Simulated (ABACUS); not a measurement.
The system is InPd.

```
CELL_PARAMETERS angstrom
3.27188 0.00000 0.00000
0.00000 3.27188 0.00000
0.00000 0.00000 3.27188
ATOMIC_POSITIONS crystal
In 0.00000 0.00000 0.00000
Pd 0.50000 0.50000 0.50000
```

The cell comes from a database or a generator and needn't be the stable form of this composition.

Base run:

| Property | Result |
| --- | --- |
| Program | ABACUS 3.10.1 |
| Functional | TPSS |
| Potentials or basis | SG15 ONCV 1.2 PBE |
| Cutoff | 1361 eV |
| Density cutoff | 5442 eV |
| Basis | DZP LCAO (the cutoffs set its grid) |
| k mesh | 6 × 6 × 6 |
| Occupations | fermi-dirac, width 0.05 eV |
| Spin | no spin polarisation |

Its results: band gap on the k mesh none (metal or under the smearing width); pressure 2.0 GPa.

Question: The run is repeated on the same cell with these changes: functional from TPSS to revPBE. What comes out?

Answer: Band gap on the k mesh none (metal or under the smearing width); pressure 9.5 GPa.

Caveats: the atomic orbitals were generated for these runs and aren't a published set; the potentials were made for another functional, which shifts forces and pressure; the basis of atomic orbitals isn't converged, which shifts pressures, moduli and gaps.

Not every run made on this cell is shown here.
